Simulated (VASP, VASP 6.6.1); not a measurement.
# Lattice constants a and c of β-WP₂: density functionals compared and the role of the k mesh

## The measurement

The reference values are the lattice constants $a$ and $c$ of orthorhombic β-WP$_2$ in the $Cmc2_1$ setting, taken from "High-harmonic generation in Weyl semimetal β-WP2 crystals" (2021, PubMed Central 8575912). They are literature values quoted there from earlier work and do not come from the crystals used for the optical experiment. Neither the method nor the temperature is given with them. The published structure refinement that supplies the starting cell has the same $a$ and $c$ after rounding, so it cannot be counted as an independent confirmation. The long axis $b$ has no reference value in this comparison; the refinement offers only a side check on it.

| compared with | measured | source's wording or label | method |
| --- | --- | --- | --- |
| lattice constant a of the conventional cell (Å) | 3.1649 | a, Cmc21 setting | not stated |
| lattice constant c of the conventional cell (Å) | 4.9732 | c, Cmc21 setting | not stated |

Conditions are those given with the value in the passage it was taken from; "not stated" means there, and the paper may say more elsewhere. The values are a selection: others may have been left out beforehand as unlike or outlying.

## Model and target

The aim is to find the cheapest level of theory that gives both $a$ and $c$ within 0.5 % of the reference. The model is the perfect, nonmagnetic crystal with six atoms in the primitive cell. Cell and atoms are relaxed with the symmetry kept, from the refined structure stretched by 3 % in volume, so that the relaxation has to find its own way back.

The calculations describe static nuclei at zero temperature. For a stiff compound of a heavy metal, zero-point motion and warming to room temperature together should lengthen an axis by roughly 0.1 to 0.3 %. A limit of 0.5 % leaves room for this and is still narrow enough to expose the error of about one per cent that an ill-suited functional can make.

The work starts with a semilocal functional designed for solids and a low plane-wave cutoff. The cutoff is then raised and the k mesh varied. The mesh needs attention because β-WP$_2$ is a semimetal, whereas the narrow Gaussian smearing and the mesh density used here are of a kind meant for insulators. Spin-orbit coupling, which is strong in tungsten, and dearer functionals follow where the results call for them.

System: P2W; Cmc2_1 (No. 36), 6 atoms in the cell; conventional a = 3.165, b = 11.160, c = 4.973 A, from a published structure refinement (COD).

On the selection of runs and values: Further runs on this system are not shown.

## 1. PBEsol at a low cutoff

PBEsol costs about as much as any other semilocal functional and usually gives good lattice constants for dense solids. A cutoff of 260 eV keeps the first relaxation light. In a variable-cell relaxation a small basis tends to distort the stress, so this result is a first estimate, to be tested against a larger basis.

**Run 1.** VASP 6.6.1: PBEsol; 260 eV, 10x6x10 k mesh; cell and atoms relaxed, relaxed twice, LASPH on.

Key lines of the input:
```
ALGO = Normal
EDIFF = 1E-06
EDIFFG = -0.006
ENCUT = 260
GGA = PS
IBRION = 2
ISIF = 3
ISMEAR = 0
LASPH = .TRUE.
NBANDS = 22
NELM = 100
NSW = 50
PREC = Accurate
SIGMA = 0.05
KPOINTS: Gamma, 10 6 10
PAW data sets: W P (PBE 64)
```

Command:
```
mpirun -np 8 vasp_std
```

Selected lines of the output:
```
  12 F= -.53605045E+02 E0= -.53604423E+02  d E =-.653566E-04
[second pass]
   1 F= -.53580368E+02 E0= -.53579741E+02  d E =-.535804E+02
 reached required accuracy - stopping structural energy minimisation
```

Converged; 78 s on 8 cores of AMD EPYC 7R43 64, shared host.

| quantity | run 1 | measured | deviation |
| --- | --- | --- | --- |
| lattice constant a of the conventional cell (Å) | 3.1423 | 3.1649 | −0.0226 (−0.7 %) |
| lattice constant c of the conventional cell (Å) | 4.9433 | 4.9732 | −0.0299 (−0.6 %) |
| volume of the conventional cell (Å³) | 172.91 |  |  |
| space group at the end | Cmc2_1 |  |  |
| pressure left at the end (GPa) | −0.0266 |  |  |
| lattice constant b of the conventional cell (Å) | 11.131 |  |  |

Both axes come out too short, $a$ by 0.7 % and $c$ by 0.6 %, so this setting misses the target on both counts. The miss cannot yet be charged to PBEsol. When the second pass rebuilds the plane-wave basis for the relaxed cell, the energy rises by about 0.025 eV, although the structure then needs no further step. The total energy thus still depends noticeably on the basis at 260 eV, and the stress that sets the cell may do so too.

## 2. Raising the plane-wave cutoff

The same relaxation is repeated at 450 and 600 eV with functional and k mesh unchanged. The first step shows how much of the contraction comes from the small basis, and the second whether 450 eV is enough for the cell. At 78 s on eight cores for the first relaxation, the larger basis sets are affordable. A modest lengthening of both axes is expected, since too small a basis commonly pulls a relaxed cell inward.

**Run 2.** VASP 6.6.1: PBEsol; 450 eV, 10x6x10 k mesh; cell and atoms relaxed, relaxed twice, LASPH on.

Key lines of the input, as changed from run 1:
```diff
- ENCUT = 260
+ ENCUT = 450
```

Selected lines of the output:
```
      direct lattice vectors                 reciprocal lattice vectors
     3.146228677  0.000000000  0.000000000     0.317840851  0.089748835  0.000000000
     0.000000000  0.000000000  4.948562245     0.000000000  0.000000000  0.202078897
```

Converged; 2.8 min, same machine.

**Run 3.** VASP 6.6.1: PBEsol; 600 eV, 10x6x10 k mesh; cell and atoms relaxed, relaxed twice, LASPH on.

Key lines of the input, as changed from run 1:
```diff
- ENCUT = 260
+ ENCUT = 600
```

Selected lines of the output:
```
     3.146086243  0.000000000  0.000000000     0.317855241  0.089752997  0.000000000
     0.000000000  0.000000000  4.949051296     0.000000000  0.000000000  0.202058928
```

Converged; 4 min, same machine.

| quantity | run 2 | run 3 | measured |
| --- | --- | --- | --- |
| lattice constant a of the conventional cell (Å) | 3.1462 | 3.1461 | 3.1649 |
| lattice constant c of the conventional cell (Å) | 4.9486 | 4.9490 | 4.9732 |
| volume of the conventional cell (Å³) | 173.48 | 173.48 |  |
| space group at the end | Cmc2_1 | Cmc2_1 |  |
| pressure left at the end (GPa) | 0.0011 | 0.0145 |  |
| lattice constant b of the conventional cell (Å) | 11.142 | 11.142 |  |

Going from 260 to 450 eV lengthens $a$ by 0.0039 Å and $c$ by 0.0053 Å, which recovers only part of the shortfall. From 450 to 600 eV neither axis moves by more than 0.0005 Å, a difference too small to separate from the stopping thresholds of the relaxations. For PBEsol, 450 eV is therefore sufficient for the cell.

At that cutoff $a$ is 0.6 % too short and misses the target narrowly, while $c$ passes by a hair at just under 0.5 %. Both margins are too thin for a judgement before the k mesh has been examined.

## 3. Testing the k mesh

With bands crossing the Fermi level and a smearing width of only 0.05 eV, the occupations near the Fermi surface may depend on where the k points fall. A coarser mesh, 8×6×8, and a denser one, 12×8×12, are run at 450 eV to bracket the present setting. Shifts well below 0.1 % are expected, but even these could carry $c$ across the limit. The coarser mesh would also be a lighter basis for a later calculation with spin-orbit coupling.

**Run 4.** VASP 6.6.1: PBEsol; 450 eV, 8x6x8 k mesh; cell and atoms relaxed, relaxed twice, LASPH on.

Key lines of the input, as changed from run 2:
```diff
- KPOINTS: Gamma, 10 6 10
+ KPOINTS: Gamma, 8 6 8
```

Selected lines of the output:
```
     3.150102728  0.000000000  0.000000000     0.317449965  0.089864917  0.000000000
     0.000000000  0.000000000  4.951014507     0.000000000  0.000000000  0.201978806
```

Converged; 2.2 min, same machine.

**Run 5.** VASP 6.6.1: PBEsol; 450 eV, 12x8x12 k mesh; cell and atoms relaxed, relaxed twice, LASPH on.

Key lines of the input, as changed from run 2:
```diff
- KPOINTS: Gamma, 10 6 10
+ KPOINTS: Gamma, 12 8 12
```

Selected lines of the output:
```
     3.147097919  0.000000000  0.000000000     0.317753062  0.089833499  0.000000000
     0.000000000  0.000000000  4.952931816     0.000000000  0.000000000  0.201900619
```

Converged; 4.6 min, same machine.

| quantity | run 4 | run 5 | measured |
| --- | --- | --- | --- |
| lattice constant a of the conventional cell (Å) | 3.1501 | 3.1471 | 3.1649 |
| lattice constant c of the conventional cell (Å) | 4.9510 | 4.9529 | 4.9732 |
| volume of the conventional cell (Å³) | 173.55 | 173.51 |  |
| space group at the end | Cmc2_1 | Cmc2_1 |  |
| pressure left at the end (GPa) | 0.0306 | 0.0327 |  |
| lattice constant b of the conventional cell (Å) | 11.128 | 11.132 |  |

The mesh matters more than expected: between 8×6×8 and 10×6×10 the axis $a$ changes by 0.0039 Å, slightly over 0.1 %, and neither $a$ nor $c$ follows a steady trend with density. This is as large as the effect of the cutoff on $a$, and it decides the verdict. On the coarsest mesh both axes lie within 0.5 %; on the densest $c$ passes at 0.4 % but $a$ is 0.6 % short.

The densest mesh carries the most weight, so PBEsol narrowly misses the target in $a$. The pass on the coarsest mesh is no reason to prefer that setting. The sign of the deviation is the same on all three meshes, with both axes too short.

## 4. A meta-GGA functional

What is needed is a functional that binds slightly less tightly. LDA would as a rule shorten the axes further, and so would a dispersion correction added to PBEsol. The meta-GGA r$^2$SCAN also uses the kinetic-energy density and often describes covalent bonds, such as those among phosphorus atoms, better than a GGA. It should cost somewhat more per step than PBEsol, but less than a calculation with spin-orbit coupling. It is run at 450 eV on the 10×6×10 mesh, for direct comparison with PBEsol, and somewhat longer axes are expected.

**Run 6.** VASP 6.6.1: r2SCAN; 450 eV, 10x6x10 k mesh; cell and atoms relaxed, relaxed twice, LASPH on.

Key lines of the input, as changed from run 2:
```diff
- GGA = PS
+ METAGGA = R2SCAN
```

Selected lines of the output:
```
 reached required accuracy - stopping structural energy minimisation
     3.175484675  0.000000000  0.000000000     0.314912557  0.089564313  0.000000000
     0.000000000  0.000000000  4.978147804     0.000000000  0.000000000  0.200877925
```

Converged; 9.8 min, same machine.

| quantity | run 6 | measured | deviation |
| --- | --- | --- | --- |
| lattice constant a of the conventional cell (Å) | 3.1755 | 3.1649 | +0.0106 (+0.3 %) |
| lattice constant c of the conventional cell (Å) | 4.9782 | 4.9732 | +0.0050 (+0.1 %) |
| volume of the conventional cell (Å³) | 176.50 |  |  |
| space group at the end | Cmc2_1 |  |  |
| pressure left at the end (GPa) | 0.0202 |  |  |
| lattice constant b of the conventional cell (Å) | 11.165 |  |  |

With r$^2$SCAN both axes meet the target: $a$ is 0.3 % too long and $c$ 0.1 %. The change from PBEsol on the same mesh, 0.0293 Å in $a$ and 0.0296 Å in $c$, is several times larger than any shift among the three PBEsol meshes of section 3. The long axis, 11.165 Å, also lies close to the 11.160 Å of the refinement. The relaxation took 9.8 min against 2.8 min for PBEsol, so the better agreement comes at a higher price.

In $a$ about 0.005 Å remains before the upper limit is reached. That is little more than the largest shift among those three meshes, and the mesh dependence of r$^2$SCAN itself is not shown in this report.

## 5. Dispersion and spin-orbit coupling

Two pieces of physics left out so far could move the cell. Adding the nonlocal rVV10 correlation to r$^2$SCAN tests the passing level directly; since dispersion attracts, slightly shorter axes are expected. Spin-orbit coupling is examined with PBEsol on the 8×6×8 mesh, where a scalar-relativistic relaxation is available for comparison. It reshapes the bands of tungsten near the Fermi level, but its effect on the cell is expected to be small. The result will show its rough size, without being a correction that can simply be added to r$^2$SCAN.

**Run 7.** VASP 6.6.1: r2SCAN + rVV10; 450 eV, 10x6x10 k mesh; cell and atoms relaxed, relaxed twice, LASPH on.

Key lines of the input, as changed from run 6:
```diff
+ BPARAM = 11.95
+ CPARAM = 0.0093
+ IVDW_NL = 2
+ LUSE_VDW = .TRUE.
```

Selected lines of the output:
```
     3.169682084  0.000000000  0.000000000     0.315489053  0.089631421  0.000000000
     0.000000000  0.000000000  4.970321523     0.000000000  0.000000000  0.201194228
```

Converged; 18 min, same machine.

**Run 8.** VASP 6.6.1: PBEsol with spin-orbit coupling; 450 eV, 8x6x8 k mesh; cell and atoms relaxed, relaxed twice, LASPH on.

Key lines of the input, as changed from run 4:
```diff
+ GGA_COMPAT = .FALSE.
- NBANDS = 22
+ LMAXMIX = 4
+ LNONCOLLINEAR = .TRUE.
+ LSORBIT = .TRUE.
+ MAGMOM = 0 0 0 0 0 0 0 0 0 0 0 0 0 0 0 0 0 0
+ NBANDS = 44
```

Command:
```
mpirun -np 8 vasp_ncl
```

Selected lines of the output:
```
     3.148577151  0.000000000  0.000000000     0.317603778  0.089817833  0.000000000
     0.000000000  0.000000000  4.948859401     0.000000000  0.000000000  0.202066763
```

Converged; 12 min, same machine.

| quantity | run 7 | run 8 | measured |
| --- | --- | --- | --- |
| lattice constant a of the conventional cell (Å) | 3.1697 | 3.1486 | 3.1649 |
| lattice constant c of the conventional cell (Å) | 4.9703 | 4.9489 | 4.9732 |
| volume of the conventional cell (Å³) | 175.77 | 173.48 |  |
| space group at the end | Cmc2_1 | Cmc2_1 |  |
| pressure left at the end (GPa) | −0.0271 | 0.0349 |  |
| lattice constant b of the conventional cell (Å) | 11.157 | 11.134 |  |

Adding rVV10 shortens $a$ by 0.0058 Å and $c$ by 0.0079 Å, as an added attraction should. Both axes stay well within the target, $a$ at 0.2 % too long and $c$ at 0.1 % too short. The pass of r$^2$SCAN therefore does not hinge on whether this dispersion term is included, and the target as set gives no reason to add it.

The PBEsol calculation with spin-orbit coupling gives axes shorter by 0.0015 Å in $a$ and 0.0021 Å in $c$ than its scalar-relativistic counterpart. The input also differs in the treatment of the GGA gradient terms and in the density mixing, so the shift cannot be put down to the coupling alone with certainty. The doubled number of bands only reflects that each spinor band holds one electron instead of two. The shift is below 0.05 % in both $a$ and $c$ and lengthens neither of them. On this coarse mesh it is still enough to take $a$ from just inside the limit to just outside.

## 6. Two possibly cheaper functionals

r$^2$SCAN meets the target, but a cheaper functional might do so too. LDA was set aside earlier on general grounds alone, and a short relaxation can settle the matter; axes shorter than those of PBEsol are expected. The functional rev-vdW-DF2 joins a GGA exchange to a nonlocal correlation and needs no kinetic-energy density. It is expected to give a cell near that of PBEsol, and a slight lengthening would suffice to bring $a$ within the limit. Both are run at 450 eV on the 10×6×10 mesh.

**Run 9.** VASP 6.6.1: LDA; 450 eV, 10x6x10 k mesh; cell and atoms relaxed, relaxed twice, LASPH on.

Key lines of the input, as changed from run 2:
```diff
- GGA = PS
+ GGA = CA
- PAW data sets: W P (PBE 64)
+ PAW data sets: W P (LDA 64)
```

Selected lines of the output:
```
     3.131177433  0.000000000  0.000000000     0.319368679  0.090166562  0.000000000
     0.000000000  0.000000000  4.928039469     0.000000000  0.000000000  0.202920453
```

Converged; 2.5 min, same machine.

**Run 10.** VASP 6.6.1: rev-vdW-DF2; 450 eV, 10x6x10 k mesh; cell and atoms relaxed, relaxed twice, LASPH on.

Key lines of the input, as changed from run 2:
```diff
+ AGGAC = 0
- GGA = PS
+ GGA = MK
+ LUSE_VDW = .TRUE.
+ PARAM1 = 0.1234
+ PARAM2 = 0.711357
+ ZAB_VDW = -1.8867
```

Selected lines of the output:
```
     3.175610709  0.000000000  0.000000000     0.314900059  0.089255681  0.000000000
     0.000000000  0.000000000  4.991636854     0.000000000  0.000000000  0.200335086
```

Converged; 6.9 min, same machine.

| quantity | run 9 | run 10 | measured |
| --- | --- | --- | --- |
| lattice constant a of the conventional cell (Å) | 3.1312 | 3.1756 | 3.1649 |
| lattice constant c of the conventional cell (Å) | 4.9280 | 4.9916 | 4.9732 |
| volume of the conventional cell (Å³) | 171.13 | 177.60 |  |
| space group at the end | Cmc2_1 | Cmc2_1 |  |
| pressure left at the end (GPa) | 0.0367 | 0.0290 |  |
| lattice constant b of the conventional cell (Å) | 11.091 | 11.204 |  |

LDA shortens the cell further, as anticipated: $a$ is 1.1 % and $c$ 0.9 % below the reference, and both miss the target clearly.

With rev-vdW-DF2 both axes meet it, at 0.3 % too long in $a$ and 0.4 % in $c$. The cell does not stay near that of PBEsol, however. On the same mesh $a$ is longer by about 0.029 Å and $c$ by about 0.043 Å, so the deviation changes sign instead of merely shrinking. In $a$ the result practically coincides with that of r$^2$SCAN, while $c$ is about 0.013 Å longer and further from the reference.

The relaxation took 6.9 min, against 9.8 min with r$^2$SCAN. On shared machines this difference does not establish which of the two functionals is cheaper. The margins left by rev-vdW-DF2, about 0.005 Å in $a$ and 0.006 Å in $c$, are only slightly wider than the largest shifts among the PBEsol meshes of section 3, and a mesh test for this functional is not shown in this report.

## Collected results

| run | settings | lattice constant a of the conventional cell (Å) | deviation | lattice constant c of the conventional cell (Å) | deviation | cost |
| --- | --- | --- | --- | --- | --- | --- |
| 1 | PBEsol, 260 eV, 10x6x10 k mesh | 3.1423 | −0.0226 (−0.7 %) | 4.9433 | −0.0299 (−0.6 %) | 10 core-min |
| 2 | PBEsol, 450 eV, 10x6x10 k mesh | 3.1462 | −0.0187 (−0.6 %) | 4.9486 | −0.0246 (−0.5 %) | 23 core-min |
| 3 | PBEsol, 600 eV, 10x6x10 k mesh | 3.1461 | −0.0188 (−0.6 %) | 4.9490 | −0.0242 (−0.5 %) | 32 core-min |
| 4 | PBEsol, 450 eV, 8x6x8 k mesh | 3.1501 | −0.0148 (−0.5 %) | 4.9510 | −0.0222 (−0.4 %) | 18 core-min |
| 5 | PBEsol, 450 eV, 12x8x12 k mesh | 3.1471 | −0.0178 (−0.6 %) | 4.9529 | −0.0203 (−0.4 %) | 37 core-min |
| 6 | r2SCAN, 450 eV, 10x6x10 k mesh | 3.1755 | +0.0106 (+0.3 %) | 4.9782 | +0.0050 (+0.1 %) | 78 core-min |
| 7 | r2SCAN + rVV10, 450 eV, 10x6x10 k mesh | 3.1697 | +0.0048 (+0.2 %) | 4.9703 | −0.0029 (−0.1 %) | 2.4 core-h |
| 8 | PBEsol with spin-orbit coupling, 450 eV, 8x6x8 k mesh | 3.1486 | −0.0163 (−0.5 %) | 4.9489 | −0.0243 (−0.5 %) | 1.7 core-h |
| 9 | LDA, 450 eV, 10x6x10 k mesh | 3.1312 | −0.0337 (−1.1 %) | 4.9280 | −0.0452 (−0.9 %) | 20 core-min |
| 10 | rev-vdW-DF2, 450 eV, 10x6x10 k mesh | 3.1756 | +0.0107 (+0.3 %) | 4.9916 | +0.0184 (+0.4 %) | 55 core-min |
|  | measured | 3.1649 |  | 4.9732 |  |  |

Further runs on the same system, made beside this series (convergence steps with loose settings among them):

| further | settings | lattice constant a of the conventional cell (Å) | deviation | lattice constant c of the conventional cell (Å) | deviation | cost |
| --- | --- | --- | --- | --- | --- | --- |
| F1 | SCAN, 450 eV, 10x6x10 k mesh | 3.1611 | −0.0038 (−0.1 %) | 4.9492 | −0.0240 (−0.5 %) | 1.8 core-h |
| F2 | PBEsol + D3(BJ), 450 eV, 10x6x10 k mesh | 3.1142 | −0.0507 (−1.6 %) | 4.8948 | −0.0784 (−1.6 %) | 25 core-min |
| F3 | PBEsol, 450 eV, 5x3x5 k mesh | 3.1566 | −0.0083 (−0.3 %) | 4.9168 | −0.0564 (−1.1 %) | 7.3 core-min |
|  | measured | 3.1649 |  | 4.9732 |  |  |

## Outcome

r$^2$SCAN at 450 eV on the 10×6×10 mesh meets the target as set, with $a$ 0.3 % and $c$ 0.1 % too long, for 78 core-minutes. rev-vdW-DF2 also passes, at a cost that the timings cannot distinguish from that of r$^2$SCAN. PBEsol on its densest mesh narrowly misses in $a$, and LDA misses both axes clearly.

The pass is not secure in $a$. Zero-point motion and warming, put at roughly 0.1 to 0.3 %, would lengthen the static cell. This would raise the r$^2$SCAN deviation in $a$ to about 0.4 to 0.6 %, while PBEsol would move inside the limit. The two are therefore not ranked by this comparison. rev-vdW-DF2 is no safer, being 0.3 % too long in $a$ and 0.4 % in $c$ before any such lengthening. r$^2$SCAN with rVV10 would stay within the target in both axes. It took 2.4 core-hours, but on shared machines that is too close to the time of plain r$^2$SCAN to show how much dearer it is.

Among the numerical settings the k mesh called for the most care, though changing the functional moved the axes more than refining the mesh from 8×6×8 did. With PBEsol, a 5×3×5 mesh leaves $c$ 1.1 % short while bringing $a$ deceptively close, at 0.3 % short. The 260 eV cutoff was too low, and 600 eV only confirmed 450 eV. The spin-orbit calculation, which also differed in other settings, shifted $a$ and $c$ of PBEsol by less than 0.05 %. Adding D3 to PBEsol shortens both axes to 1.6 % below the reference, which bears out the decision not to pursue it.

The excess length in $a$ may reflect slightly weak binding in r$^2$SCAN: the attraction added by rVV10 removes about half of it. This is an inference, since a mesh error could also account for part of the excess. SCAN gives shorter axes and only just passes in $c$, so the choice of meta-GGA matters too.

The mesh dependence of r$^2$SCAN and the influence of the smearing are not shown in this report. The reference is a second-hand literature value without a temperature, which limits how finely the functionals can be judged.

[Logs are printed without paths, hosts, clocks, repeated set-up lines and the standing remarks that a program may print on its own settings, such as how far it seeks lower states.]

[The runs shown are a pick from a larger set of finished runs; failed, doubtful and other runs were left out of it ahead of writing. So were measured values far from every level or from commonly accepted values, and agreement can look better than it is. Lines of input and output are excerpts and may be shortened.]
